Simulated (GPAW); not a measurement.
Crystal: Te.

```
Te
1.0
     4.45400    0.00000    0.00000
    -2.22700    3.85728    0.00000
     0.00000    0.00000    5.92400
Te
3
Direct
  0.73100 0.73100 0.00000
  0.00000 0.26900 0.66667
  0.26900 0.00000 0.33333
```

| Item | Value |
| --- | --- |
| Program | GPAW 26.7.0 |
| Task | relaxation of cell and atoms |
| Functional | revPBE |
| Dispersion | D3(BJ) |
| Potentials or basis | the program's PAW data sets (release 1.2.1) made for this functional |
| Cutoff | 600 eV |
| Basis | pw |
| k mesh | 7 × 7 × 5 |
| Occupations | fermi-dirac, width 0.05 eV |
| Spin | no spin polarisation |

At the start: pressure -2.1 GPa; volume 33.93 Å³/atom.

Task: How do energy, volume and symmetry change on relaxing?

Result: Over 10 steps the energy falls by 31.1 meV/atom and the volume is 30.76 Å³/atom (-9.3 %); space group P3_121 (No. 152, to 0.05 Å).

The path:
```csv
step,energy change (eV),largest force (eV/Å),pressure (GPa),volume (Å³)
1,0.0000,0.1182,-2.10,101.78
2,-0.0087,0.1411,-1.87,101.13
3,-0.0511,0.3319,0.79,94.83
4,-0.0565,0.2947,0.60,94.90
5,-0.0880,0.0332,0.07,93.25
6,-0.0902,0.0188,0.05,92.68
7,-0.0906,0.0372,-0.02,92.59
8,-0.0911,0.0491,-0.08,92.51
9,-0.0922,0.0579,-0.14,92.40
10,-0.0934,0.0493,-0.16,92.29
```

Final structure:
```
CELL_PARAMETERS angstrom
4.23438 -0.00001 -0.00003
-2.11720 3.66707 0.00003
-0.00003 0.00002 5.94351
ATOMIC_POSITIONS crystal
Te 0.70641 0.70641 0.00000
Te 0.00000 0.29359 0.66667
Te 0.29359 0.00000 0.33333
```

Caveat: later steps reuse the first step's grids.
